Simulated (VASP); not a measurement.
# Mg: interface pinning, by target temperature

Mg, P6_3/mmc (no. 194), 384 atoms in the cell. PBE, interface pinning; PAW potentials Mg (PBE set).

| Target temperature (K) | Chemical potential of the solid less the liquid's (meV/atom) | Standard error of that difference (meV/atom) | Potential energy of the liquid less the solid's (meV/atom) | Q6 of the solid | Q6 of the liquid | Time (s) |
|---|---|---|---|---|---|---|
| 877 | -2.27 | 0.50 | 84.2 | 0.368 | 0.056 | 657 |
| 923 | 2.48 | 1.39 | 81.3 | 0.359 | 0.054 | 603 |
| 978 | 5.50 | 1.17 | 86.6 | 0.344 | 0.047 | 665 |

## Input of the first row

INCAR.step1:
```
SYSTEM = Mg
ML_LMLFF = .True.
ML_MODE = run
IBRION = 0
ISYM = 0
ML_OUTBLOCK = 10
TEBEG = 877
TEEND = 877
MDALGO = 3
ISIF = 3
LANGEVIN_GAMMA = 5
LANGEVIN_GAMMA_L = 5
PMASS = 300
POTIM = 2.0
RANDOM_SEED = 581374 0 0
OFIELD_Q6_NEAR = 3.606
OFIELD_Q6_FAR = 4.332
OFIELD_KAPPA = 1
OFIELD_A = 0
NSW = 8000
```

INCAR.step2, as INCAR.step1 but for:
```
- TEBEG = 877
- TEEND = 877
- NSW = 8000
+ TEBEG = 1661
+ TEEND = 1661
+ LATTICE_CONSTRAINTS = .FALSE. .FALSE. .TRUE.
+ NSW = 6000
```

INCAR.step3, as INCAR.step2 but for:
```
- TEBEG = 1661
- TEEND = 1661
- NSW = 6000
+ TEBEG = 877
+ TEEND = 877
+ NSW = 8000
```

INCAR.step4, as INCAR.step3 but for:
```
- TEBEG = 877
- TEEND = 877
- ISIF = 3
- LATTICE_CONSTRAINTS = .FALSE. .FALSE. .TRUE.
- NSW = 8000
+ TEBEG = 1661
+ TEEND = 1661
+ ISIF = 2
+ NSW = 6000
```

INCAR.step5:
```
SYSTEM = Mg
ML_LMLFF = .True.
ML_MODE = run
IBRION = 0
ISYM = 0
ML_OUTBLOCK = 10
TEBEG = 877
TEEND = 877
MDALGO = 3
ISIF = 3
LANGEVIN_GAMMA = 5
LANGEVIN_GAMMA_L = 5
PMASS = 300
POTIM = 2.0
RANDOM_SEED = 581374 0 0
OFIELD_Q6_NEAR = 3.606
OFIELD_Q6_FAR = 4.332
OFIELD_KAPPA = 567.1
OFIELD_A = 0.2122
LATTICE_CONSTRAINTS = .FALSE. .FALSE. .TRUE.
NSW = 40000
```

KPOINTS:
```
k-points
0
Gamma
  1 1 1
```

ICONST:
```
LA 1 2 0
LA 1 3 0
LA 2 3 0
```

POSCAR.step1:
```
Mg
1.0
   12.8372000000      0.0000000000      0.0000000000
    0.0000000000     16.6760119704      0.0000000000
    0.0000000000      0.0000000000     41.6824000000
Mg
384
Direct
    0.1250000000      0.0555555555      0.0937500000
    0.1250000000      0.0555555555      0.2187500000
    0.1250000000      0.0555555555      0.3437500000
    0.1250000000      0.0555555555      0.4687500000
    0.1250000000      0.0555555555      0.5937500000
    0.1250000000      0.0555555555      0.7187500000
    0.1250000000      0.0555555555      0.8437500000
    0.1250000000      0.0555555555      0.9687500000
    0.1250000000      0.3888888889      0.0937500000
    0.1250000000      0.3888888889      0.2187500000
    0.1250000000      0.3888888889      0.3437500000
    0.1250000000      0.3888888889      0.4687500000
    0.1250000000      0.3888888889      0.5937500000
    0.1250000000      0.3888888889      0.7187500000
    0.1250000000      0.3888888889      0.8437500000
    0.1250000000      0.3888888889      0.9687500000
    0.1250000000      0.7222222222      0.0937500000
    0.1250000000      0.7222222222      0.2187500000
    0.1250000000      0.7222222222      0.3437500000
    0.1250000000      0.7222222222      0.4687500000
    0.1250000000      0.7222222222      0.5937500000
    0.1250000000      0.7222222222      0.7187500000
    0.1250000000      0.7222222222      0.8437500000
    0.1250000000      0.7222222222      0.9687500000
    0.3750000000      0.0555555555      0.0937500000
    0.3750000000      0.0555555555      0.2187500000
    0.3750000000      0.0555555555      0.3437500000
    0.3750000000      0.0555555555      0.4687500000
    0.3750000000      0.0555555555      0.5937500000
    0.3750000000      0.0555555555      0.7187500000
    0.3750000000      0.0555555555      0.8437500000
    0.3750000000      0.0555555555      0.9687500000
    0.3750000000      0.3888888889      0.0937500000
    0.3750000000      0.3888888889      0.2187500000
    0.3750000000      0.3888888889      0.3437500000
    0.3750000000      0.3888888889      0.4687500000
    0.3750000000      0.3888888889      0.5937500000
    0.3750000000      0.3888888889      0.7187500000
    0.3750000000      0.3888888889      0.8437500000
    0.3750000000      0.3888888889      0.9687500000
    0.3750000000      0.7222222222      0.0937500000
    0.3750000000      0.7222222222      0.2187500000
    0.3750000000      0.7222222222      0.3437500000
    0.3750000000      0.7222222222      0.4687500000
    0.3750000000      0.7222222222      0.5937500000
    0.3750000000      0.7222222222      0.7187500000
    0.3750000000      0.7222222222      0.8437500000
    0.3750000000      0.7222222222      0.9687500000
    0.6250000000      0.0555555555      0.0937500000
    0.6250000000      0.0555555555      0.2187500000
    0.6250000000      0.0555555555      0.3437500000
    0.6250000000      0.0555555555      0.4687500000
    0.6250000000      0.0555555555      0.5937500000
    0.6250000000      0.0555555555      0.7187500000
    0.6250000000      0.0555555555      0.8437500000
    0.6250000000      0.0555555555      0.9687500000
    0.6250000000      0.3888888889      0.0937500000
    0.6250000000      0.3888888889      0.2187500000
    0.6250000000      0.3888888889      0.3437500000
    0.6250000000      0.3888888889      0.4687500000
    0.6250000000      0.3888888889      0.5937500000
    0.6250000000      0.3888888889      0.7187500000
    0.6250000000      0.3888888889      0.8437500000
    0.6250000000      0.3888888889      0.9687500000
    0.6250000000      0.7222222222      0.0937500000
    0.6250000000      0.7222222222      0.2187500000
    0.6250000000      0.7222222222      0.3437500000
    0.6250000000      0.7222222222      0.4687500000
    0.6250000000      0.7222222222      0.5937500000
[... 263 lines left out ...]
    0.3750000000      0.9444444445      0.5312500000
    0.3750000000      0.9444444445      0.6562500000
    0.3750000000      0.9444444445      0.7812500000
    0.3750000000      0.9444444445      0.9062500000
    0.6250000000      0.2777777778      0.0312500000
    0.6250000000      0.2777777778      0.1562500000
    0.6250000000      0.2777777778      0.2812500000
    0.6250000000      0.2777777778      0.4062500000
    0.6250000000      0.2777777778      0.5312500000
    0.6250000000      0.2777777778      0.6562500000
    0.6250000000      0.2777777778      0.7812500000
    0.6250000000      0.2777777778      0.9062500000
    0.6250000000      0.6111111111      0.0312500000
    0.6250000000      0.6111111111      0.1562500000
    0.6250000000      0.6111111111      0.2812500000
    0.6250000000      0.6111111111      0.4062500000
    0.6250000000      0.6111111111      0.5312500000
    0.6250000000      0.6111111111      0.6562500000
    0.6250000000      0.6111111111      0.7812500000
    0.6250000000      0.6111111111      0.9062500000
    0.6250000000      0.9444444445      0.0312500000
    0.6250000000      0.9444444445      0.1562500000
    0.6250000000      0.9444444445      0.2812500000
    0.6250000000      0.9444444445      0.4062500000
    0.6250000000      0.9444444445      0.5312500000
    0.6250000000      0.9444444445      0.6562500000
    0.6250000000      0.9444444445      0.7812500000
    0.6250000000      0.9444444445      0.9062500000
    0.8750000000      0.2777777778      0.0312500000
    0.8750000000      0.2777777778      0.1562500000
    0.8750000000      0.2777777778      0.2812500000
    0.8750000000      0.2777777778      0.4062500000
    0.8750000000      0.2777777778      0.5312500000
    0.8750000000      0.2777777778      0.6562500000
    0.8750000000      0.2777777778      0.7812500000
    0.8750000000      0.2777777778      0.9062500000
    0.8750000000      0.6111111111      0.0312500000
    0.8750000000      0.6111111111      0.1562500000
    0.8750000000      0.6111111111      0.2812500000
    0.8750000000      0.6111111111      0.4062500000
    0.8750000000      0.6111111111      0.5312500000
    0.8750000000      0.6111111111      0.6562500000
    0.8750000000      0.6111111111      0.7812500000
    0.8750000000      0.6111111111      0.9062500000
    0.8750000000      0.9444444445      0.0312500000
    0.8750000000      0.9444444445      0.1562500000
    0.8750000000      0.9444444445      0.2812500000
    0.8750000000      0.9444444445      0.4062500000
    0.8750000000      0.9444444445      0.5312500000
    0.8750000000      0.9444444445      0.6562500000
    0.8750000000      0.9444444445      0.7812500000
    0.8750000000      0.9444444445      0.9062500000
```

POSCAR.step2:
```
Mg
1.0
   13.2206310000     -0.0000020000      0.0000010000
    0.0000000000     17.1915070000     -0.0000030000
    0.0000000000      0.0000000000     41.9216350000
  Mg
   384
Direct
    0.2099796125      0.0469146602      0.1133600202
    0.2184642294      0.0412610071      0.2343235757
    0.2002810621      0.0139100013      0.3552139566
    0.1855757071      0.0144803036      0.4828731466
    0.1953182158      0.0330575829      0.6024836614
    0.2209102462      0.0227604894      0.7364026422
    0.1942111577      0.0252316721      0.8591089638
    0.2110946429      0.0415778746      0.9809145913
    0.2068624754      0.3444663761      0.1175976874
    0.1913898519      0.3679374021      0.2219615426
    0.2011165164      0.3660023473      0.3556638686
    0.1971075019      0.3743546947      0.4818809152
    0.1642535856      0.3588727121      0.6004417431
    0.1939330741      0.3597218975      0.7246963520
    0.2160010629      0.3485142768      0.8455038689
    0.2253438742      0.3690599912      0.9727927354
    0.2183373293      0.7094776784      0.1002374373
    0.2341518132      0.7026991285      0.2306253503
    0.2242682235      0.6943285712      0.3493754190
    0.2136825144      0.6843336304      0.4864485826
    0.2031607310      0.7078173196      0.6026473784
    0.2278231348      0.7047360496      0.7324712996
    0.1992041475      0.6898690519      0.8671029061
    0.1822284682      0.7008094927      0.9828054014
    0.4607759388      0.0452203140      0.1048505926
    0.4460817308      0.0275964623      0.2338473426
    0.4238527796      0.0431111081      0.3571837345
    0.4353599320      0.0356504433      0.4847049394
    0.4470278766      0.0442078924      0.6070706865
    0.4598623860      0.0066971677      0.7350246399
    0.4874600458      0.0186247058      0.8604023143
    0.4641132553      0.0409122119      0.9729913612
    0.4421777136      0.3614253829      0.1070310373
    0.4438099303      0.3414508163      0.2401903815
    0.4326932444      0.3736039113      0.3596915131
    0.4619930868      0.3699959884      0.4811986024
    0.4167887065      0.3533016561      0.6076461625
    0.4467869427      0.3735298261      0.7214738578
    0.4520154247      0.3576380785      0.8519079031
    0.4562075510      0.3871179168      0.9849181958
    0.4569797188      0.7061188993      0.1052107727
    0.4449470732      0.6895364601      0.2271928704
    0.4615407802      0.6951604540      0.3532829333
    0.4281801447      0.7106067378      0.4737331925
    0.4709903339      0.6825856909      0.6054491013
    0.4462115136      0.7056808162      0.7350573170
    0.4604040899      0.6822049089      0.8635474476
    0.4568434941      0.7142177793      0.9827689557
    0.7318100791      0.0218018049      0.1075980638
    0.7110948760      0.0397449551      0.2336668831
    0.6894739822      0.0194516558      0.3593725982
    0.6506228612      0.0341948667      0.4843421916
    0.6827157866      0.0323124511      0.5990628352
    0.6957284838      0.0227760989      0.7239497746
    0.7112376455      0.0263572300      0.8620592916
    0.6867038589      0.0376151826      0.9832347304
    0.6855089922      0.3619847588      0.1043574683
    0.6796153546      0.3641549554      0.2304304744
    0.6664676951      0.3373365040      0.3625426242
    0.7084927354      0.3394579359      0.4900175491
    0.6868185977      0.3679713535      0.6038973176
    0.6618797302      0.3629155055      0.7306605204
    0.7229129619      0.3711171208      0.8534441148
    0.7632883485      0.3404186685      0.9707038766
    0.7304544096      0.6998128605      0.1100456276
    0.7114860532      0.6680505796      0.2277490669
    0.7582504724      0.6690872127      0.3481968879
    0.6752053486      0.7134932279      0.4817161608
    0.6998005656      0.7026424767      0.6062551099
[... 263 lines left out ...]
    0.4186391076      0.9248972419      0.5524284560
    0.4812499227      0.9246845453      0.6744974115
    0.4911014496      0.9145080871      0.7918703327
    0.4590931386      0.9076485403      0.9183920086
    0.7276904366      0.2618192161      0.0463631543
    0.7151326475      0.2515185882      0.1720371441
    0.6988275489      0.2504908968      0.2940325139
    0.7034314566      0.2263255471      0.4199067390
    0.6927915859      0.2454092020      0.5478915702
    0.6697342376      0.2533956818      0.6641328572
    0.7386746824      0.2786190449      0.7866840503
    0.7139940350      0.2521080434      0.9131544245
    0.6849982034      0.6069103552      0.0385025322
    0.7119290367      0.5891389312      0.1731049287
    0.6769189475      0.5858216169      0.2919392975
    0.6726485227      0.5766786022      0.4162548065
    0.7003734320      0.5672669681      0.5395735031
    0.7057947228      0.5637392690      0.6830154422
    0.7110580601      0.5889079676      0.7996255397
    0.7444408217      0.6061417667      0.9221881276
    0.7021337448      0.9227844217      0.0453004906
    0.7038819083      0.9298697682      0.1759031791
    0.7169542414      0.9252399108      0.2946808177
    0.6920739500      0.9192767434      0.4236755966
    0.6966218169      0.9145708997      0.5504605924
    0.7027051716      0.9277632620      0.6698977837
    0.7455522262      0.9184415902      0.7914862814
    0.6758273490      0.9324946620      0.9152700034
    0.9651644428      0.2335813353      0.0461096357
    0.9476887356      0.2660289963      0.1603522407
    0.9503414290      0.2382266367      0.2889138468
    0.9427235382      0.2353152586      0.4130083914
    0.9790107632      0.2701045597      0.5332911180
    0.9261682797      0.2637530770      0.6677926478
    0.9877675675      0.2612041890      0.7886498786
    0.9481259047      0.2615055919      0.9222794797
    0.9596640201      0.5949676156      0.0389501239
    0.9242024743      0.5942568961      0.1704312970
    0.9549599851      0.5632349826      0.2918532021
    0.9268431650      0.5750831863      0.4141731031
    0.9410021900      0.5955320452      0.5392281942
    0.9348049905      0.5479880872      0.6726146731
    0.9423323287      0.6064509967      0.7964133887
    0.9696317933      0.6137345704      0.9130309830
    0.9295847131      0.9468542561      0.0570575475
    0.9363185173      0.9290955407      0.1614217407
    0.9550920647      0.9191091730      0.2930517380
    0.9259863549      0.8992170918      0.4153014475
    0.9530349876      0.9280381694      0.5507422022
    0.9329798584      0.9081148011      0.6688420482
    0.9720983360      0.9178963451      0.7989047794
    0.9703032942      0.9421931593      0.9100824339
```

2 further input files aren't shown.

Commands (each step's output is kept before the next begins):
```
cat potpaw_PBE.64/Mg/POTCAR > POTCAR
cp ../ML_FF ML_FF
cp INCAR.step1 INCAR
cp POSCAR.step1 POSCAR
mpirun -np 8 vasp_std > vasp.out
cp CONTCAR POSCAR
cp ../ML_FF ML_FF
# POSCAR: last frame of step 1 in its mean cell
cp INCAR.step2 INCAR
cp POSCAR.step2 POSCAR
mpirun -np 8 vasp_std > vasp.out
cp CONTCAR POSCAR
cp ../ML_FF ML_FF
cp INCAR.step3 INCAR
mpirun -np 8 vasp_std > vasp.out
cp CONTCAR POSCAR
cp ../ML_FF ML_FF
# POSCAR: last frame of step 1 in its mean cell, atoms of the lower half held
cp INCAR.step4 INCAR
cp POSCAR.step4 POSCAR
mpirun -np 8 vasp_std > vasp.out
cp CONTCAR POSCAR
cp ../ML_FF ML_FF
# POSCAR: last frame of the step before, all atoms free; OFIELD_A midway between the solid's and the liquid's Q6
cp INCAR.step5 INCAR
cp POSCAR.step5 POSCAR
mpirun -np 8 vasp_std > vasp.out
```

Changes of the last row against the first:
```
(step 1)
- TEBEG = 877
- TEEND = 877
+ TEBEG = 978
+ TEEND = 978
(step 3)
- TEBEG = 877
- TEEND = 877
+ TEBEG = 978
+ TEEND = 978
(step 5)
- TEBEG = 877
- TEEND = 877
- OFIELD_A = 0.2122
+ TEBEG = 978
+ TEEND = 978
+ OFIELD_A = 0.1954
```

VASP 6.6.1 took 657 s on 8 cores (AMD EPYC 9R45 (Zen 5)), a shared host.
